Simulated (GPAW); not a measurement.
Crystal: Se.

```xyz
3
Lattice="4.3662 0.0000 0.0000 -2.1831 3.7812 0.0000 0.0000 0.0000 4.9536" Properties=species:S:1:pos:R:3 pbc="T T T"
Se    1.6910    2.9289    0.0000
Se   -0.4921    0.8523    3.3024
Se    0.9841    0.0000    1.6512
```

```yaml
Program: GPAW 26.7.0
Task: relaxation of cell and atoms
Functional: PBE
Potentials_or_basis: GPAW PAW data sets (gpaw-data 1.2.1)
Cutoff: 600 eV
Basis: pw
k_mesh: 7 × 7 × 6
Occupations: fermi-dirac, width 0.05 eV
Spin: no spin polarisation
```

At the start: pressure 2.8 GPa; volume 27.26 Å³/atom.

Task: How do energy, volume and symmetry change on relaxing?

Result: Over 16 steps the energy falls by 12.8 meV/atom and the volume is 29.65 Å³/atom (+8.8 %); space group P3_121 (No. 152, to 0.05 Å).

Step by step:
| step | energy change (eV) | largest force (eV/Å) | pressure (GPa) | volume (Å³) |
| --- | --- | --- | --- | --- |
| 1 | 0.0000 | 0.4200 | 2.81 | 81.78 |
| 2 | -0.0153 | 0.2499 | 2.01 | 82.34 |
| 3 | -0.0293 | 0.0644 | 0.46 | 83.61 |
| 4 | -0.0300 | 0.0897 | 0.30 | 83.83 |
| 5 | -0.0322 | 0.1258 | -0.05 | 84.54 |
| 6 | -0.0342 | 0.1127 | -0.21 | 85.27 |
| 7 | -0.0355 | 0.0526 | -0.13 | 85.76 |
| 8 | -0.0358 | 0.0122 | 0.02 | 85.76 |
| 9 | -0.0359 | 0.0002 | 0.08 | 85.71 |
| 10 | -0.0359 | 0.0084 | 0.14 | 85.69 |
| 11 | -0.0362 | 0.0221 | 0.22 | 85.76 |
| 12 | -0.0366 | 0.0371 | 0.30 | 86.09 |
| 13 | -0.0373 | 0.0441 | 0.32 | 86.89 |
| 14 | -0.0381 | 0.0311 | 0.21 | 88.02 |
| 15 | -0.0385 | 0.0094 | 0.07 | 88.80 |
| 16 | -0.0385 | 0.0010 | 0.01 | 88.95 |

Final structure:
```
CELL_PARAMETERS angstrom
4.51180 -0.00001 0.00000
-2.25590 3.90733 0.00000
0.00000 0.00000 5.04582
ATOMIC_POSITIONS crystal
Se 0.78047 0.78047 0.00000
Se 0.00000 0.21953 0.66666
Se 0.21953 0.00000 0.33334
```

Caveat: later steps reuse the first step's grids.
